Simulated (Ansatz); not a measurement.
Zinc-blende AlSb was calculated with r²SCAN (PAW; Ansatz, a first-principles code).

Run with plane-wave cutoff 560 eV, 10×10×10 k mesh, Fermi–Dirac smearing 0.01 eV, scalar-relativistic PAW data made under PBE.

Properties against volume:

| V (Å³/atom) | P (GPa) | direct gap at Γ (eV) | smallest gap on the k mesh (eV) |
|---|---|---|---|
| 27.696 | 3.94 | 2.567 | 1.418 |
| 28.285 | 2.49 | 2.383 | 1.456 |
| 28.875 | 1.18 | 2.205 | 1.492 |
| 29.464 | 0.00 | 2.033 | 1.522 |
| 30.053 | -1.06 | 1.868 | 1.542 |
| 30.642 | -2.00 | 1.707 | 1.561 |
| 31.232 | -2.85 | 1.553 | 1.510 |

The fundamental gap (1.50 eV at the equilibrium volume, with added k points) lies elsewhere than Γ–Γ.

Measured, for comparison: band gap 1.73 eV (zero-point renormalisation of 35 meV (experimental, the table's column) added back here, indirect; inputs from Miglio et al. (2020), arXiv:2011.12765).

Spin–orbit coupling is not included; with these elements it can move the gap by several tenths of an eV or more.
